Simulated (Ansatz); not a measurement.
**GeTe (R3m): band-edge transport data**

Input:

```yaml
crystal:
  lattice:
    - [2.09361, 1.20875, 3.69134]
    - [-2.09361, 1.20875, 3.69134]
    - [0.00000, -2.41749, 3.69134]
  atoms:
    - { symbol: Ge, position: [0.99213, 0.99213, 0.99213] }
    - { symbol: Te, position: [0.52888, 0.52888, 0.52888] }
```

Level of theory: r2SCAN with spin-orbit coupling, rigid bands (plane waves, PAW; Ansatz, a program for electronic structure). Cell: cell and atoms relaxed with r2SCAN.

```yaml
band_gap: 0.47 eV
electron conductivity mass (300 K, dilute): 0.33 (x), 0.33 (y), 0.109 (z) mₑ
hole conductivity mass (300 K, dilute): 0.195 (x), 0.195 (y), 0.29 (z) mₑ
effective density of states N_c (300 K): 1.5e19 cm⁻³
effective density of states N_v (300 K): 2.4e19 cm⁻³
density_of_states_mass_electrons: 0.72 mₑ
density_of_states_mass_holes: 0.97 mₑ
Seebeck coefficient, n-type 1e19 cm⁻³, 300 K: -250 μV/K
Seebeck coefficient, p-type 1e19 cm⁻³, 300 K: 285 μV/K
best p-type power factor at 300 K for τ = 10 fs (best axis; densities from 1e16 to 1e21 cm⁻³ tried, whether or not they can be reached): 23 μW/(cm·K²) at 1e20 cm⁻³
```

Rigid bands; masses and Seebeck coefficients take one relaxation time τ for all states and one kind of carrier; polarons and phonon drag are left out.
